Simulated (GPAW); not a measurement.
Crystal: Ag.

```
Ag
1.0
     0.00000    2.04275    2.04275
     2.04275    0.00000    2.04275
     2.04275    2.04275    0.00000
Ag
1
Direct
  0.00000 0.00000 0.00000
```

| Quantity | Value |
| --- | --- |
| Program | GPAW 26.7.0 |
| Task | relaxation of cell and atoms |
| Functional | PBEsol |
| Potentials or basis | PAW data sets generated in the run's folder for this functional |
| Cutoff | 600 eV |
| Basis | pw |
| k mesh | 11 × 11 × 11 |
| Occupations | fermi-dirac, width 0.05 eV |
| Spin | no spin polarisation |

At the start: pressure -2.9 GPa; volume 17.05 Å³/atom.

Problem. Where does the relaxation end?

Solution. Over 3 steps the energy falls by 4.1 meV/atom and the volume is 16.64 Å³/atom (-2.4 %); space group Fm-3m (No. 225, to 0.05 Å).

Step by step:
```csv
step,energy change (eV),largest force (eV/Å),pressure (GPa),volume (Å³)
1,0.0000,0.0000,-2.87,17.05
2,-0.0024,0.0000,-1.90,16.89
3,-0.0041,0.0000,-0.17,16.64
```

Final structure:
```
Ag
1.0
     0.00000    2.02627    2.02627
     2.02627    0.00000    2.02627
     2.02627    2.02627    0.00000
Ag
1
Direct
  0.00000 0.00000 0.00000
```

Caveat: later steps reuse the first step's grids.
